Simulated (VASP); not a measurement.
Input of a VASP 6.6.1 run:

Contents of run.py:

```python
from ase.calculators.vasp import Vasp
from ase.dft.bandgap import bandgap
from ase.io import read

atoms = read('POSCAR')
calc = Vasp(
    directory='calc',
    xc='tpss',
    pp='PBE',
    setups='materialsproject',
    prec='Accurate',
    encut=520,
    ediff=1e-07,
    ismear=-1,
    sigma=0.05,
    lreal=False,
    lasph=True,
    nelm=60,
    algo='Normal',
    isif=2,
    lwave=False,
    lcharg=True,
    lmixtau=True,
    ivdw=12,
    lelf=True,
    lvhar=True,
    kpts=[7, 7, 7],
    gamma=True,
    nbands=21,
)
atoms.calc = calc

print('energy (eV):', atoms.get_potential_energy())
print('free energy (eV):', atoms.get_potential_energy(force_consistent=True))
print('forces (eV/A):')
print(atoms.get_forces())
print('stress (eV/A^3, Voigt):', atoms.get_stress())
print('Fermi level (eV):', calc.get_fermi_level())
gap, top, bottom = bandgap(calc)
print('band gap (eV):', gap, 'from (spin, k, band)', top, 'to', bottom)
```

Contents of POSCAR:

```
Sn
1.0
    0.0000000000      3.2333428000      3.2333428000
    3.2333428000      0.0000000000      3.2333428000
    3.2333428000      3.2333428000      0.0000000000
Sn
2
Direct
    0.7500000000      0.7500000000      0.7500000000
    0.5000000000      0.5000000000      0.5000000000
```

Potentials or basis: VASP PAW PBE potentials, release 64 (Sn_d).

Command:

```console
$ python run.py
```

Problem. Estimate the dispersion energy per atom.

Solution. -0.466 eV.

Problem. Estimate the band gap on the k mesh.

Solution. None (metal or under the smearing width).

Caveat: the PAW data sets were made with another functional, which shifts forces and pressure a little.
